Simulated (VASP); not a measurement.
Method: PBEsol GGA, VASP's PBE PAW potentials (set 64) (plane waves; VASP 6.6.1).

The input files of a VASP run:

**POSCAR**
```
CoPt
1.0
  2.6587479358   0.0000000000   0.0000000000
  0.0000000000   2.6587479358   0.0000000000
  0.0000000000   0.0000000000   3.6546515782
Co Pt
1 1
Direct
  0.0000000000   0.0000000000   0.0000000000
  0.5000000000   0.5000000000   0.5000000000
```

**INCAR**
```
SYSTEM=CoPt
PREC=Accurate; ENCUT=520; LREAL=.FALSE.
LASPH=.TRUE.; ICHARG=11
EDIFF=1E-7; NELM=100; ALGO=Normal
LMAXMIX=6
ISMEAR=0; SIGMA=0.05
GGA=PS
MAGMOM=1.8 0.4
ISPIN=2
LWAVE=.FALSE.; LCHARG=.FALSE.; LORBIT=11
```

### KPOINTS
```
k-points along high-symmetry lines
10
Line-mode
Reciprocal
  0.000000   0.000000   0.000000 ! GAMMA
  0.000000   0.500000   0.000000 ! X

  0.000000   0.500000   0.000000 ! X
  0.500000   0.500000   0.000000 ! M

  0.500000   0.500000   0.000000 ! M
  0.000000   0.000000   0.000000 ! GAMMA

  0.000000   0.000000   0.000000 ! GAMMA
  0.000000   0.000000   0.500000 ! Z

  0.000000   0.000000   0.500000 ! Z
  0.000000   0.500000   0.500000 ! R

  0.000000   0.500000   0.500000 ! R
  0.500000   0.500000   0.500000 ! A

  0.500000   0.500000   0.500000 ! A
  0.000000   0.000000   0.500000 ! Z

  0.000000   0.500000   0.000000 ! X
  0.000000   0.500000   0.500000 ! R

  0.500000   0.500000   0.000000 ! M
  0.500000   0.500000   0.500000 ! A
```

POTCAR, in this order: Co Pt (PBE.64 set). Program: vasp_std. Read from the step before: CHGCAR.

Output

**OSZICAR**
```
       N       E                     dE             d eps       ncg     rms          rms(c)
DAV:   1     0.100440149337E+03    0.10044E+03   -0.89153E+03  5088   0.151E+03
DAV:   2    -0.100547621994E+02   -0.11049E+03   -0.10237E+03  5370   0.287E+02
DAV:   3    -0.137207035583E+02   -0.36659E+01   -0.35845E+01  5700   0.635E+01
DAV:   4    -0.137694587978E+02   -0.48755E-01   -0.48733E-01  6784   0.626E+00
DAV:   5    -0.137706507094E+02   -0.11919E-02   -0.11919E-02  6122   0.952E-01
DAV:   6    -0.137707162798E+02   -0.65570E-04   -0.65571E-04  7500   0.168E-01
DAV:   7    -0.137707167370E+02   -0.45722E-06   -0.45661E-06  5768   0.137E-02
DAV:   8    -0.137707167460E+02   -0.89474E-08   -0.86462E-08  4522   0.165E-03
   1 F= -.13770717E+02 E0= -.13769388E+02  d E =-.265676E-02  mag=     2.1954
```

**OUTCAR**
```



 magnetization (x)

# of ion       s       p       d       tot
------------------------------------------
    1        0.001  -0.002   1.797   1.796
    2       -0.008  -0.034   0.461   0.419
--------------------------------------------------
tot         -0.008  -0.036   2.259   2.215
```
(Selected blocks of OUTCAR.)

OUTCAR:
```
 val. band max:       11.1335104611   @ k =   0.0000   0.5000   0.4444

 cond. band min:      11.1421680618   @ k =   0.4444   0.5000   0.0000



 spin component 1

 k-point     1 :       0.0000    0.0000    0.0000
  band No.  band energies     occupation
      1       0.8646      1.00000
      2       4.3236      1.00000
      3       4.3443      1.00000
      4       7.4881      1.00000
      5       7.4881      1.00000
      6       8.0001      1.00000
      7       8.9963      1.00000
      8       9.3354      1.00000
      9      10.5478      1.00000
     10      10.6431      1.00000
     11      10.6431      1.00000
     12      13.2005      0.00000
     13      21.2097      0.00000
     14      23.1127      0.00000

 k-point     2 :       0.0000    0.0556    0.0000
  band No.  band energies     occupation
      1       0.9509      1.00000
      2       4.3640      1.00000
      3       4.4120      1.00000
      4       7.4470      1.00000
      5       7.5124      1.00000
      6       8.0221      1.00000
      7       8.9749      1.00000
      8       9.3335      1.00000
      9      10.3376      1.00000
     10      10.4660      1.00000
     11      10.6214      1.00000
     12      13.5891      0.00000
     13      21.1318      0.00000
     14      22.6733      0.00000

 k-point     3 :       0.0000    0.1111    0.0000
  band No.  band energies     occupation
      1       1.2032      1.00000
      2       4.4598      1.00000
      3       4.6342      1.00000
      4       7.3243      1.00000
      5       7.5846      1.00000
      6       8.0814      1.00000
      7       8.9132      1.00000
      8       9.3341      1.00000
      9       9.7263      1.00000
     10      10.2399      1.00000
     11      10.5566      1.00000
     12      14.4539      0.00000
     13      20.6958      0.00000
     14      21.8754      0.00000

 k-point     4 :       0.0000    0.1667    0.0000
...
```

The density is held fixed in this step, so its total energy and stress have no physical meaning. Unless said otherwise, spin-orbit coupling is left out, though it shifts the bands of the heavy elements here.

The compound is CoPt in the L1_0 structure. It was relaxed first.
